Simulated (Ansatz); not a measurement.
Here is an Ansatz 0.2.0 calculation.

File input.yaml:

```yaml
crystal:
  lattice:
    - [0.0, 2.2535006075, 2.2535006075]
    - [2.2535006075, 0.0, 2.2535006075]
    - [2.2535006075, 2.2535006075, 0.0]
  atoms:
    - { symbol: Ga, position: [0.0, 0.0, 0.0] }
    - { symbol: "N", position: [0.25, 0.25, 0.25] }
hamiltonian:
  xc: pbe
  pseudopotentials: { kind: paw }
kpoints:
  mp_grid: { grid: [10, 10, 10] }
scf:
  occupations: { method: gaussian, width: 0.012 }
output:
  forces: true
  stress: true
  eigenvalues: true
  write_density: true
  write_potential: true
  elf: true
  volumetric_format: npy
```

Potentials or basis: Ansatz PAW.

The run is started by

```console
$ ansatz run input.yaml --threads 2 --pin off --max-ram 5632MiB --backend cpu --events-out ev --progress --plain --runs-dir out
```

Predict the band gap on the k mesh.

1.72 eV, direct.

What does it give for the pressure?

5.0 GPa.

Caveat: the pressure holds a Pulay correction of +0.5 GPa for the finite cutoff.

**The experiment to reproduce.**

A printed reference work, textbook reports, for a bulk crystal of GaN at 0 K: band gap 3.299 eV (direct).

Measured gap of GaN: 3.299 eV (direct; 0 K; a printed reference work, textbook). This calculation gives 1.72 eV (-1.58 eV). Spin-orbit coupling on Ga is left out. The value is that of PBE, without temperature or zero-point motion. Semilocal functionals fall short of measured gaps as a rule. The cell is a database's relaxed one, not the measured one, which moves gaps too.
